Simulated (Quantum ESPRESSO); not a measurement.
A run of Quantum ESPRESSO 7.5:

The input pw.in:

```
&CONTROL
  calculation = 'scf'
  prefix = 'pwscf'
  outdir = './tmp'
  pseudo_dir = './pseudo'
  tprnfor = .true.
  disk_io = 'nowf'
/
&SYSTEM
  ibrav = 0
  nat = 4
  ntyp = 2
  ecutwfc = 56
  ecutrho = 448
  nbnd = 35
  occupations = 'smearing'
  smearing = 'gaussian'
  degauss = 0.00367493
  nspin = 2
  starting_magnetization(1) = 0.1765
  starting_magnetization(2) = 0
  tot_magnetization = 6
  nosym = .true.
/
&ELECTRONS
  conv_thr = 1d-06
  electron_maxstep = 100
  mixing_beta = 0.7
  mixing_ndim = 20
  startingpot = 'file'
  mixing_fixed_ns = 5
/
ATOMIC_SPECIES
Co    58.9332 co_lda_v1.2.uspp.F.UPF
O     15.9990 o_lda_v1.2.uspp.F.UPF
CELL_PARAMETERS angstrom
   3.3111795300    0.0000000000    0.0000000000
  -1.6555897700    2.8675655900    0.0000000000
   0.0000000000    0.0000000000    5.4229475700
ATOMIC_POSITIONS crystal
Co     0.6666666667    0.3333333333    0.0000000000
Co     0.3333333333    0.6666666667    0.5000000000
O      0.6666666667    0.3333333333    0.6252000000
O      0.3333333333    0.6666666667    0.1252000000
K_POINTS automatic
4 4 2 0 0 0
HUBBARD {ortho-atomic}
U Co-3d 3.0
```

Contents of start.in:

```
&CONTROL
  calculation = 'scf'
  prefix = 'pwscf'
  outdir = './tmp'
  pseudo_dir = './pseudo'
  disk_io = 'nowf'
/
&SYSTEM
  ibrav = 0
  nat = 4
  ntyp = 2
  ecutwfc = 56
  ecutrho = 448
  nbnd = 35
  occupations = 'smearing'
  smearing = 'gaussian'
  degauss = 0.00367493
  nspin = 2
  starting_magnetization(1) = 0.1765
  starting_magnetization(2) = 0
  tot_magnetization = 6
  nosym = .true.
/
&ELECTRONS
  conv_thr = 1d-06
  electron_maxstep = 1
  mixing_beta = 0.7
  mixing_ndim = 20
  scf_must_converge = .false.
/
ATOMIC_SPECIES
Co    58.9332 co_lda_v1.2.uspp.F.UPF
O     15.9990 o_lda_v1.2.uspp.F.UPF
CELL_PARAMETERS angstrom
   3.3111795300    0.0000000000    0.0000000000
  -1.6555897700    2.8675655900    0.0000000000
   0.0000000000    0.0000000000    5.4229475700
ATOMIC_POSITIONS crystal
Co     0.6666666667    0.3333333333    0.0000000000
Co     0.3333333333    0.6666666667    0.5000000000
O      0.6666666667    0.3333333333    0.6252000000
O      0.3333333333    0.6666666667    0.1252000000
K_POINTS automatic
4 4 2 0 0 0
HUBBARD {ortho-atomic}
U Co-3d 3.0
```

occup.txt

```
 1.0000  0.0000  0.0000  0.0000  0.0000
 0.0000  1.0000  0.0000  0.0000  0.0000
 0.0000  0.0000  1.0000  0.0000  0.0000
 0.0000  0.0000  0.0000  1.0000  0.0000
 0.0000  0.0000  0.0000  0.0000  1.0000
 0.6031 -0.2903 -0.1201  0.1066 -0.3596
-0.2903  0.4478  0.3472  0.1777 -0.1044
-0.1201  0.3472  0.2957  0.1939 -0.1890
 0.1066  0.1777  0.1939  0.1891 -0.2698
-0.3596 -0.1044 -0.1890 -0.2698  0.4643
 1.0000  0.0000  0.0000  0.0000  0.0000
 0.0000  1.0000  0.0000  0.0000  0.0000
 0.0000  0.0000  1.0000  0.0000  0.0000
 0.0000  0.0000  0.0000  1.0000  0.0000
 0.0000  0.0000  0.0000  0.0000  1.0000
 0.3331 -0.1240  0.0348  0.0716  0.4477
-0.1240  0.1343  0.2702 -0.0109 -0.1668
 0.0348  0.2702  0.9126  0.0582  0.0464
 0.0716 -0.0109  0.0582  0.0182  0.0962
 0.4477 -0.1668  0.0464  0.0962  0.6017
 0.0000  0.0000  0.0000  0.0000  0.0000
 0.0000  0.0000  0.0000  0.0000  0.0000
 0.0000  0.0000  0.0000  0.0000  0.0000
 0.0000  0.0000  0.0000  0.0000  0.0000
 0.0000  0.0000  0.0000  0.0000  0.0000
 0.0000  0.0000  0.0000  0.0000  0.0000
 0.0000  0.0000  0.0000  0.0000  0.0000
 0.0000  0.0000  0.0000  0.0000  0.0000
 0.0000  0.0000  0.0000  0.0000  0.0000
 0.0000  0.0000  0.0000  0.0000  0.0000
 0.0000  0.0000  0.0000  0.0000  0.0000
 0.0000  0.0000  0.0000  0.0000  0.0000
 0.0000  0.0000  0.0000  0.0000  0.0000
 0.0000  0.0000  0.0000  0.0000  0.0000
 0.0000  0.0000  0.0000  0.0000  0.0000
 0.0000  0.0000  0.0000  0.0000  0.0000
 0.0000  0.0000  0.0000  0.0000  0.0000
 0.0000  0.0000  0.0000  0.0000  0.0000
 0.0000  0.0000  0.0000  0.0000  0.0000
 0.0000  0.0000  0.0000  0.0000  0.0000
```

Potentials or basis: GBRV 1.5 LDA.

Command:

```sh
$ OMP_NUM_THREADS=1 mpirun -n 2 pw.x -nk 2 -in start.in > start.out
$ cp occup.txt tmp/pwscf.save/occup.txt
$ OMP_NUM_THREADS=1 mpirun -n 2 pw.x -nk 2 -in pw.in > pw.out
```

Hardware: 2 MPI ranks on Arm Neoverse V2, with other jobs on the host.

Problem. How long does it take, and how much memory?

Solution. It took 100 s on 2 MPI ranks on Arm Neoverse V2 (shared host), peak memory 0.46 GiB a rank. Counts: scf iterations 43, k pools 2, bands 35, k points 20, g dense 55665.
